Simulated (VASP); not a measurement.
**Sn4Te3 (a cell with a defect): single point with PBEsol**

Crystal: Sn4Te3 (a cell with a defect).

```
Sn Te
1.0
     0.00000    7.22229    7.22229
     7.22229    0.00000    7.22229
     3.61115    3.61115    0.00000
Sn Te
4 3
Cartesian
  0.0000 0.0000 0.0000
  3.6111 0.0000 3.6111
  0.0000 3.6111 3.6111
  3.6111 3.6111 7.2223
  6.2285 4.6066 6.4235
  5.4167 9.0279 9.0279
  9.0279 9.0279 12.6390
```

* Program: VASP 6.6.1
* Task: single point
* Functional: PBEsol
* Potentials or basis: VASP PAW PBE potentials, release 64 (Sn_d, Te)
* Cutoff: 520 eV
* k mesh: 2 × 2 × 2
* Occupations: fermi-dirac, width 0.1 eV
* Spin: no spin polarisation
* Dipole correction: no
* Further INCAR settings: ALGO = Fast; EDIFF = 1e-07; NBANDS = 46

```json
{
 "Pressure": "-2.5 GPa",
 "Largest force": "0.584 eV/Å",
 "Band gap on the k mesh": "0.04 eV, indirect (least direct gap 0.24 eV)"
}
```

Forces in eV/Å, atoms in the order of the input:
```
Sn   0.035 -0.035 -0.181
Sn  -0.045  0.046  0.006
Sn  -0.341  0.341  0.296
Sn   0.107 -0.100 -0.088
Te  -0.023  0.017 -0.096
Te  -0.140  0.138  0.163
Te   0.407 -0.407 -0.098
```

Stress tensor (GPa, compression positive):
```
-2.26  0.12 -0.36
 0.12 -2.26  0.36
-0.36  0.36 -3.07
```

Levels at points of the mesh, in eV from the valence-band top:
```csv
k point,band 34,band 35,band 36,band 37,band 38,band 39,band 40,band 41
"(0.00, 0.00, 0.00)",-2.14,-1.58,-1.25,0.00,0.41,0.88,1.03,1.18
"(0.50, 0.00, 0.00)",-2.29,-1.71,-1.30,-0.07,0.30,0.75,0.75,1.42
"(0.00, 0.50, 0.00)",-1.75,-1.39,-1.12,-0.11,0.20,0.87,1.02,1.33
"(0.50, 0.50, 0.00)",-1.69,-1.36,-1.22,-0.11,0.25,0.50,0.77,0.90
"(0.00, 0.00, 0.50)",-2.05,-1.30,-1.05,-0.33,0.04,0.53,0.62,0.63
"(0.50, 0.00, 0.50)",-1.61,-0.92,-0.79,-0.21,0.15,0.27,0.47,0.80
"(0.00, 0.50, 0.50)",-1.89,-1.09,-0.75,-0.18,0.05,0.45,0.97,1.10
"(0.50, 0.50, 0.50)",-1.63,-0.62,-0.49,-0.27,0.14,0.44,0.92,1.08
```

Wall time 3.2 min on 1 thread of Intel(R) Xeon(R) 6975P-C (Granite Rapids) (shared host), peak memory 0.56 GiB.

Caveat: the k mesh is coarse (spacing up to 0.75 Å⁻¹), so the values aren't converged; the PAW data sets were made with another functional, which shifts forces and pressure a little; spin-orbit coupling is left out, which moves the levels of the heavy elements.
